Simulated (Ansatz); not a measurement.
CdSe (Cadmoselite):

```xyz
4
Lattice="4.3000 0.0000 0.0000 -2.1500 3.7239 0.0000 0.0000 0.0000 7.0200" Properties=species:S:1:pos:R:3 pbc="T T T"
Cd    2.1500    1.2413    3.5100
Cd    0.0000    2.4826    0.0000
Se    2.1500    1.2413    6.2127
Se    0.0000    2.4826    2.7027
```

```yaml
Program: Ansatz 0.2.0
Task: relaxation of cell and atoms
Functional: r2SCANh
Potentials_or_basis: Ansatz PAW
Cutoff: "500 eV (not typed: the program's choice for these potentials)"
k_mesh: 4 × 4 × 2
Occupations: fermi-dirac, width 0.05 eV
Spin: no spin polarisation
```

At the start: volume 28.10 Å³/atom.

Problem. How do energy, volume and symmetry change on relaxing?

Solution. It ends after 5 steps and the volume is 28.75 Å³/atom (+2.3 %); space group P6_3mc (No. 186, to 0.05 Å).

Step by step:
```tsv
step	energy change (eV)	largest force (eV/Å)	volume (Å³)
1	0.0000	0.2909	112.41
2	-0.0285	0.0060	115.90
3	-0.0303	0.0013	115.11
4	-0.0304	0.0000	115.00
5	-0.0314	0.0000	115.00
```

Final structure:
```cif
data_structure
_symmetry_space_group_name_H-M 'P 1'
_symmetry_Int_Tables_number 1
_cell_length_a 4.3399
_cell_length_b 4.3399
_cell_length_c 7.0504
_cell_angle_alpha 90.000
_cell_angle_beta 90.000
_cell_angle_gamma 120.000
_cell_volume 115.00
loop_
_atom_site_label
_atom_site_type_symbol
_atom_site_fract_x
_atom_site_fract_y
_atom_site_fract_z
_atom_site_occupancy
Cd1 Cd 0.66667 0.33333 0.50433 1
Cd2 Cd 0.33333 0.66667 0.00433 1
Se1 Se 0.66667 0.33333 0.88067 1
Se2 Se 0.33333 0.66667 0.38067 1
```

Caveat: the k mesh is coarse (spacing up to 0.45 Å⁻¹), so the values aren't converged, least of all with exact exchange; the plane-wave basis is chosen anew once the cell has moved, so the energies of steps on either side of that aren't comparable; the PAW data sets come from PBE, with cores solved anew for the run's functional, which leaves a small shift of forces and pressure.
